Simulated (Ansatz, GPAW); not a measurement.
**ZrC: programs and potentials compared**

```
Zr C
1.0
     0.00000    2.36500    2.36500
     2.36500    0.00000    2.36500
     2.36500    2.36500    0.00000
Zr C
1 1
Direct
  0.50000 0.50000 0.50000
  0.00000 0.00000 0.00000
```

Alike in all runs: task single point; functional PBE; k mesh 10 × 10 × 10; occupations gaussian, width 0.025 eV; no spin polarisation; no spin-orbit coupling. Pressure is positive in compression and, in plane waves, holds the error of the finite cutoff, which Ansatz's Pulay term estimates and takes out.

| program and potentials | plane-wave cutoff (eV) | notes | pressure (GPa) |
| --- | --- | --- | --- |
| Ansatz, Ansatz PAW | 420 | Pulay term of +0.20 GPa included | -2.96 |
| GPAW, GPAW PAW data sets (gpaw-data 1.2.1) | 800 | - | -3.88 |
| Ansatz, all-electron LAPW, scalar-relativistic | - | - | -2.90 |

The pressure spans -3.88 (GPAW, GPAW PAW data sets (gpaw-data 1.2.1)) to -2.90 GPa (Ansatz, all-electron LAPW, scalar-relativistic), with all-electron results at -2.90.

The functional is the same throughout but for its coding, so the spread measures potentials, basis and numerics; runs on potential files found faulty are left out.

All three calculations put ZrC under tension at this geometry, so the PBE equilibrium cell is smaller than the one used. The sign is secure, as the spread between runs is well below the pressure itself. The restoring force comes mainly from strong covalent overlap between Zr d and C p states, reinforced by metallic and ionic contributions. This bonding makes the carbide very stiff, so a small lattice mismatch produces a pressure of several GPa, and the disagreement between programs corresponds to only a slight shift in the equilibrium lattice constant.

The Ansatz PAW value of -2.96 GPa lies close to the all-electron -2.90 GPa, which suggests that its frozen cores and projectors describe the bonding well at this volume. GPAW gives a stronger pull towards contraction, at -3.88 GPa, possibly from its data sets or a remaining basis-set contribution to the stress. A single volume can't show whether this offset is nearly constant or changes with strain, so agreement on the bulk modulus remains untested.
